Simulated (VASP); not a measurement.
Set up this calculation in VASP 6.6.1, as the native input.

```
Task                   : relaxation of cell and atoms
Functional             : PBEsol
Potentials or basis    : VASP PAW PBE potentials, release 64 (Mg)
Cutoff                 : 600 eV
k mesh                 : 6 × 6 × 2
Occupations            : gaussian, width 0.1 eV
Spin                   : no spin polarisation
Dipole correction      : no
Further INCAR settings : ALGO = Fast; EDIFF = 1e-06; IBRION = 2; EDIFFG = -0.04; NSW = 90; ISIF = 3
```

The structure of Mg lies in POSCAR:

```
Mg
1.0
    2.9767141551     -1.9673803410      0.0000000000
    2.9767141551      1.9673803410      0.0000000000
    0.0000000000      0.0000000000      8.0254347173
Mg
4
Direct
    0.8500000000      0.1500000000      0.1170000000
    0.6500000000      0.3500000000      0.6170000000
    0.1500000000      0.8500000000      0.8830000000
    0.3500000000      0.6500000000      0.3830000000
```

The cell was built by a generator and needn't be a form met in nature.

One way to write it, as run:

INCAR

```
SYSTEM = Mg
  PREC = Accurate
  ENCUT = 600
  EDIFF = 1E-6
  ISMEAR = 0
  SIGMA = 0.1
  LREAL = .False.
  LASPH = .True.
  NELM = 100
  ALGO = Fast
  ISIF = 3
  LWAVE = .False.
  LCHARG = .False.
  GGA = PS
  IBRION = 2
  NSW = 90
  EDIFFG = -0.04
```

KPOINTS

```
regular mesh
0
Gamma
  6 6 2
  0 0 0
```

Potentials or basis: VASP PAW PBE potentials, release 64 (Mg).

The run is started by

```console
$ cat potpaw_PBE.64/Mg/POTCAR > POTCAR
$ mpirun -np 1 vasp_std > vasp.out
```

Results of the run:

```
Relaxed volume                         : 22.59 Å³/atom
Relaxed cell                           : a = 3.250 Å, b = 3.250 Å, c = 8.567 Å, α = 90.00°, β = 90.00°, γ = 87.02°
Space group after relaxing (to 0.05 Å) : Fmmm (No. 69)
Energy gained by relaxing              : 745.0 meV/atom
Ionic steps                            : 30
Pressure after relaxing                : 0.0 GPa
Band gap on the k mesh                 : none (metal or under the smearing width)
```

Caveat: the k mesh is coarse (spacing up to 0.39 Å⁻¹), so the values aren't converged; the PAW data sets were made with another functional, which shifts forces and pressure a little.

Run time: 3 min on 1 thread of Intel(R) Xeon(R) 6975P-C (Granite Rapids), with other jobs on the host, peak memory 0.24 GiB.
